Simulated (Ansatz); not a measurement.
Point defect: As on a Ga site in GaAs

Method: DFT LDA, scalar-relativistic, plane waves, PAW (Ansatz 0.2.0). (420 eV cutoff, 3×3×3 k-mesh, Gaussian smearing of 0.02 eV, collinear spin in charge +1 alone)

Host crystal, relaxed:

```xyz
2
Lattice="0.0000 2.8017 2.8017 2.8017 0.0000 2.8017 2.8017 2.8017 0.0000" Properties=species:S:1:pos:R:3 pbc="T T T"
Ga    0.0000    0.0000    0.0000
As    4.2025    4.2025    4.2025
```

Supercell of 16 atoms, rows in host cell vectors: 0 -2 2; 0 0 2; -2 0 2. Atoms relax at the host's cell from a start displaced at random by 0.06 Å near the defect, so other minima may exist. The cell is small, so energies carry finite-size errors of tenths of an eV. The host's Kohn–Sham gap is 0.49 eV. Charged cells are corrected for image charges with the computed static dielectric tensor (mean 15.8) and aligned with the host's potential at far atoms (alignment terms reach 0.16 eV; the program doubts the alignment in some charges, where it is up to 0.16 eV). No band-filling term is added, and the Fermi level counts from the host's valence band top.

Starting moments were lost in some runs.

Defect: As on a Ga site at (0.000, 0.000, 0.000) of the host cell.

Task: Does the neutral defect carry a moment, and how do its surroundings relax?

Result: The neutral run had no spin polarisation, so a moment wasn't tested. The nearest neighbours before are 4 As at 2.43 Å; after relaxation the atoms near the site are 1 As at 2.51 Å, 2 As at 2.52 Å, 1 As at 2.53 Å; the largest move is 0.23 Å.

Task: Charges +1, 0 were computed. Which is stable where in the gap?

Result: Among the charges computed the stable one is +1 at the valence band top and stays so across the gap. In charge +1, 0 the cell has partly filled bands: a level of the defect may be part filled, the carrier may sit in the host's bands, or levels may cross between the k points, so transitions that involve it are doubtful. Levels between neighbouring charges: (+1/0) 0.54 eV.

Cost: 3 runs of about 26 core-minutes in all, on Arm Neoverse V2 (shared hosts).